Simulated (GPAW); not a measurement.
Al:

```
Al
1.0
     0.00000    2.02481    2.02481
     2.02481    0.00000    2.02481
     2.02481    2.02481    0.00000
Al
1
Direct
  0.00000 0.00000 0.00000
```

- Program: GPAW 26.7.0
- Task: relaxation of cell and atoms
- Functional: BLYP
- Dispersion: D4
- Potentials or basis: PAW data sets generated in the run's folder for this functional
- Cutoff: 600 eV
- Basis: pw
- k mesh: 11 × 11 × 11
- Occupations: fermi-dirac, width 0.05 eV
- Spin: no spin polarisation

At the start: pressure -3.2 GPa; volume 16.60 Å³/atom.

How do energy, volume and symmetry change on relaxing?

Over 7 steps the energy falls by 7.9 meV/atom and the volume is 15.81 Å³/atom (-4.8 %); space group Fm-3m (No. 225, to 0.05 Å).

The path:
| step | energy change (eV) | largest force (eV/Å) | pressure (GPa) | volume (Å³) |
| --- | --- | --- | --- | --- |
| 1 | 0.0000 | 0.0000 | -3.23 | 16.60 |
| 2 | -0.0030 | 0.0000 | -2.60 | 16.44 |
| 3 | -0.0067 | 0.0000 | -1.38 | 16.14 |
| 4 | -0.0079 | 0.0000 | 0.28 | 15.79 |
| 5 | -0.0079 | 0.0000 | 0.27 | 15.79 |
| 6 | -0.0079 | 0.0000 | 0.24 | 15.80 |
| 7 | -0.0079 | 0.0000 | 0.19 | 15.81 |

Final structure:
```
CELL_PARAMETERS angstrom
0.00000 1.99193 1.99193
1.99193 0.00000 1.99193
1.99193 1.99193 0.00000
ATOMIC_POSITIONS crystal
Al 0.00000 0.00000 0.00000
```

The cell as given is a measured one (16.60 Å³/atom); BLYP+D4 puts the equilibrium volume -4.8 % from it, thermal expansion not counted.

Caveat: later steps reuse the first step's grids; pairwise dispersion overbinds metals, which lowers pressure and volume.
